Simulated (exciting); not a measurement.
# Nb (Pm-3m) in exciting: single point with PBEsol+D2

Aim: the single point of Nb with PBEsol+D2.

Program: exciting (release sodium). These are calculated values, not measurements. Logs are shortened: lines on timing, memory, paths and dates and some standing lists are left out, and cuts for length are marked.

## 1. The crystal as given

It takes space group Pm-3m (No. 221, cubic). The conventional cell has a = 2.720 Å, b = 2.720 Å, c = 2.720 Å, α = 90.00°, β = 90.00°, γ = 90.00°. Nb (site symmetry m-3m) is surrounded by 6 Nb at 2.72 Å.

The cell was built by a generator and needn't be a form met in nature.

## 2. Single point, PBEsol+D2

run_exciting.py

```python
import subprocess
import xml.etree.ElementTree as ET
from ase.io import read
from ase.units import Bohr

atoms = read("POSCAR")
rmt = {'Nb': 2.3}  # bohr
tasks = """
<groundstate do="fromscratch" ngridk="10 10 10" rgkmax="9" gmaxvr="14" lmaxapw="10" lmaxmat="10" lmaxvr="8" xctype="GGA_PBE_SOL" stype="Gaussian" swidth="0.00099958" nempty="12" ValenceRelativity="iora*" epsengy="1e-05" epspot="1e-05" maxscl="60" tforce="true" outputlevel="normal" vdWcorrection="DFTD2"/>
<properties>
  <DFTD2/>
</properties>
"""

root = ET.Element("input")
ET.SubElement(root, "title").text = "Nb"
structure = ET.SubElement(root, "structure", speciespath="./", tshift="false")
crystal = ET.SubElement(structure, "crystal", scale="1.0")
for vector in atoms.cell / Bohr:
    ET.SubElement(crystal, "basevect").text = " ".join(f"{x:.12f}" for x in vector)
symbols = atoms.get_chemical_symbols()
for element in dict.fromkeys(symbols):
    species = ET.SubElement(structure, "species", speciesfile=element + ".xml", rmt=str(rmt[element]))
    for symbol, position in zip(symbols, atoms.get_scaled_positions(wrap=False)):
        if symbol == element:
            ET.SubElement(species, "atom", coord=" ".join(f"{x:.12f}" for x in position))
root.extend(ET.fromstring("<tasks>" + tasks + "</tasks>"))
ET.indent(root)
ET.ElementTree(root).write("input.xml")
subprocess.run(["exciting_smp"], check=True)
```

POSCAR

```
Nb
1.0
    2.7196400000      0.0000000000      0.0000000000
    0.0000000000      2.7196400000      0.0000000000
    0.0000000000      0.0000000000      2.7196400000
Nb
1
Direct
    0.5000000000      0.5000000000      0.5000000000
```

Potentials or basis: all-electron LAPW+lo, shipped species files, valence relativity iora*.

The run is started by

```
OMP_NUM_THREADS=1 python run_exciting.py
```

The program printed:

```text
================================================================================
EXCITING SODIUM started
[... 10 lines left out ...]

 Lattice vectors (cartesian) :
      5.1393747609      0.0000000000      0.0000000000
      0.0000000000      5.1393747609      0.0000000000
      0.0000000000      0.0000000000      5.1393747609

 Reciprocal lattice vectors (cartesian) :
      1.2225583071      0.0000000000      0.0000000000
      0.0000000000      1.2225583071      0.0000000000
      0.0000000000      0.0000000000      1.2225583071

 Unit cell volume                           :     135.7471943247
 Brillouin zone volume                      :       1.8272953240

 Species :    1 (Nb)
     parameters loaded from                 :    Nb.xml
     name                                   :    niobium
     nuclear charge                         :     -41.00000000
     electronic charge                      :      41.00000000
     atomic mass                            :  169357.97030000
     muffin-tin radius                      :       2.30000000
     # of radial points in muffin-tin       :     400

     atomic positions (lattice) :
       1 :   0.50000000  0.50000000  0.50000000

 Total number of atoms per unit cell        :       1

 Spin treatment                             :    spin-unpolarised

 Number of Bravais lattice symmetries       :      48
 Number of crystal symmetries               :      48

 k-point grid                               :      10   10   10
 Total number of k-points                   :      56
 k-point set is reduced with crystal symmetries

 R^MT_min * |G+k|_max (rgkmax)              :       9.00000000
 Species with R^MT_min                      :       1 (Nb)
 Maximum |G+k| for APW functions            :       3.91304348
 Maximum |G| for potential and density      :      14.00000000

 G-vector grid sizes                        :      24    24    24
 Total number of G-vectors                  :    6355

 Maximum angular momentum used for
     APW functions                          :      10
     computing H and O matrix elements      :      10
     potential and density                  :       8
     inner part of muffin-tin               :       2

 Total nuclear charge                       :     -41.00000000
 Total electronic charge                    :      41.00000000
 Total core charge                          :      28.00000000
 Total valence charge                       :      13.00000000

 Number of empty states                     :      12
 Total number of valence states             :      19

 Maximum Hamiltonian size                   :     161
 Maximum number of plane-waves              :     148
 Total number of local-orbitals             :      13

 Exchange-correlation type                  :      22
     PBEsol, Phys. Rev. Lett. 100, 136406 (2008)
     Generalised gradient approximation (GGA)

 Smearing scheme                            :    Gaussian
 Smearing width                             :       0.00099958

 Using multisecant Broyden potential mixing
[... 16 lines left out ...]
+ SCF iteration number :    1                                                  +
++++++++++++++++++++++++++++++++++++++++++++++++++++++++++++++++++++++++++++++++
 Total energy                               :     -3811.97383018
 _______________________________________________________________
 Fermi energy                               :         0.40034801
 Kinetic energy                             :      3955.60654937
 Coulomb energy                             :     -7650.78417900
 Exchange energy                            :      -114.39318428
 Correlation energy                         :        -2.40301627

 DOS at Fermi energy (states/Ha/cell)       :       101.62186116

 Electron charges :
     core                                   :        28.00000000
     core leakage                           :         0.00000959
     valence                                :        13.00000000
     interstitial                           :         2.67861566
     charge in muffin-tin spheres :
                  atom     1    Nb          :        38.32138434
     total charge in muffin-tins            :        38.32138434
     total charge                           :        41.00000000

++++++++++++++++++++++++++++++++++++++++++++++++++++++++++++++++++++++++++++++++
+ SCF iteration number :    2                                                  +
++++++++++++++++++++++++++++++++++++++++++++++++++++++++++++++++++++++++++++++++
 Total energy                               :     -3815.50065021
 _______________________________________________________________
 Fermi energy                               :         0.39223803
 Kinetic energy                             :      3953.48072723
 Coulomb energy                             :     -7652.10071034
 Exchange energy                            :      -114.47737764
 Correlation energy                         :        -2.40328947

 DOS at Fermi energy (states/Ha/cell)       :        80.22997427

 Electron charges :
     core                                   :        28.00000000
     core leakage                           :         0.00000930
     valence                                :        13.00000000
     interstitial                           :         2.60125972
     charge in muffin-tin spheres :
                  atom     1    Nb          :        38.39874028
     total charge in muffin-tins            :        38.39874028
     total charge                           :        41.00000000
[... 253 lines left out ...]
 RMS change in effective potential (target) :  0.346021E-08  ( 0.100000E-04)
 Absolute change in total energy   (target) :  0.703061E-06  ( 0.100000E-04)
 Charge distance                   (target) :  0.433559E-09  ( 0.100000E-04)
 Abs. change in max-nonIBS-force   (target) :   0.00000      ( 0.500000E-04)

++++++++++++++++++++++++++++++++++++++++++++++++++++++++++++++++++++++++++++++++
+ SCF iteration number :   12                                                  +
++++++++++++++++++++++++++++++++++++++++++++++++++++++++++++++++++++++++++++++++
 Total energy                               :     -3818.34550316
 _______________________________________________________________
 Fermi energy                               :         0.38577584
 Kinetic energy                             :      3951.51873980
 Coulomb energy                             :     -7652.91054178
 Exchange energy                            :      -114.55020585
 Correlation energy                         :        -2.40349533

 DOS at Fermi energy (states/Ha/cell)       :       100.92748393

 Electron charges :
     core                                   :        28.00000000
     core leakage                           :         0.00000912
     valence                                :        13.00000000
     interstitial                           :         2.51703326
     charge in muffin-tin spheres :
                  atom     1    Nb          :        38.48296674
     total charge in muffin-tins            :        38.48296674
     total charge                           :        41.00000000

 RMS change in effective potential (target) :  0.472101E-08  ( 0.100000E-04)
 Absolute change in total energy   (target) :  0.151787E-06  ( 0.100000E-04)
 Charge distance                   (target) :  0.620785E-09  ( 0.100000E-04)
 Abs. change in max-nonIBS-force   (target) :   0.00000      ( 0.500000E-04)

++++++++++++++++++++++++++++++++++++++++++++++++++++++++++++++++++++++++++++++++
| Convergency criteria checked for the last 2 iterations                       +
| Convergence targets achieved. Performing final SCF iteration                 +
++++++++++++++++++++++++++++++++++++++++++++++++++++++++++++++++++++++++++++++++
 Total energy                               :     -3818.36769358
 _______________________________________________________________
 Fermi energy                               :         0.38577584
 Kinetic energy                             :      3951.51873992
 Coulomb energy                             :     -7652.91054158
 Exchange energy                            :      -114.55020584
 Correlation energy                         :        -2.40349533
 DFT-D2 dispersion correction               :        -0.02219075

 DOS at Fermi energy (states/Ha/cell)       :       100.92747386

 Electron charges :
     core                                   :        28.00000000
     core leakage                           :         0.00000912
     valence                                :        13.00000000
     interstitial                           :         2.51703326
     charge in muffin-tin spheres :
                  atom     1    Nb          :        38.48296674
     total charge in muffin-tins            :        38.48296674
     total charge                           :        41.00000000

++++++++++++++++++++++++++++++++++++++++++++++++++++++++++++++++++++++++++++++++
+ Self-consistent loop stopped                                                 +
++++++++++++++++++++++++++++++++++++++++++++++++++++++++++++++++++++++++++++++++
 STATE.OUT is written

--------------------------------------------------------------------------------
- Writing atomic positions and forces                                          -
--------------------------------------------------------------------------------

 Atomic positions (lattice) :
 atom     1  Nb  :     0.50000000    0.50000000    0.50000000

 Total atomic forces including IBS (cartesian) :
 atom     1  Nb  :     0.00000000    0.00000000    0.00000000

 Atomic force components including IBS (cartesian) :
 atom     1  Nb  :     0.00000000    0.00000000    0.00000000   HF force
                 :     0.00000000    0.00000000    0.00000000   core correction
                 :     0.00000000    0.00000000    0.00000000   IBS correction
                 :    -0.00000000   -0.00000000   -0.00000000   DFT-D2 force

********************************************************************************
[... 7 lines left out ...]
| EXCITING SODIUM stopped                                                      =
================================================================================
```

Wall time 24 s (1 thread of Arm Neoverse V2, shared host); peak memory 0.1 GiB.

Results:

```yaml
Free_energy: -103903.0795 eV
Band_gap_on_the_k_mesh: none (metal or under the smearing width)
All_electrons_inside_the_program's_atomic_spheres: Nb 38.48 (radii Nb 2.3 bohr)
Dispersion_energy_per_atom: -0.604 eV
```

Caveat: the log's total energy holds no entropy term; the free energy is that total less TS from the occupations.
